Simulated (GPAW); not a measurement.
Crystal: Ag.

```
CELL_PARAMETERS angstrom
0.00000 2.04275 2.04275
2.04275 0.00000 2.04275
2.04275 2.04275 0.00000
ATOMIC_POSITIONS crystal
Ag 0.00000 0.00000 0.00000
```

- Program: GPAW 26.7.0
- Task: relaxation of cell and atoms
- Functional: BLYP
- Potentials or basis: PAW data sets generated in the run's folder for this functional
- Cutoff: 600 eV
- Basis: pw
- k mesh: 11 × 11 × 11
- Occupations: fermi-dirac, width 0.05 eV
- Spin: no spin polarisation

At the start: pressure 11.9 GPa; volume 17.05 Å³/atom.

Q: Where does the relaxation end?

A: Over 4 steps the energy falls by 73.6 meV/atom and the volume is 19.26 Å³/atom (+13.0 %); space group Fm-3m (No. 225, to 0.05 Å).

Step by step:
```tsv
step	energy change (eV)	largest force (eV/Å)	pressure (GPa)	volume (Å³)
1	0.0000	0.0000	11.95	17.05
2	-0.0517	0.0000	5.73	18.00
3	-0.0728	0.0000	0.92	19.04
4	-0.0736	0.0000	0.10	19.26
```

Final structure:
```
Ag
1.0
     0.00000    2.12747    2.12747
     2.12747    0.00000    2.12747
     2.12747    2.12747    0.00000
Ag
1
Cartesian
  0.0000 0.0000 0.0000
```

Caveat: later steps reuse the first step's grids; the volume moved by +13 % from the deposited cell, more than functionals usually miss.
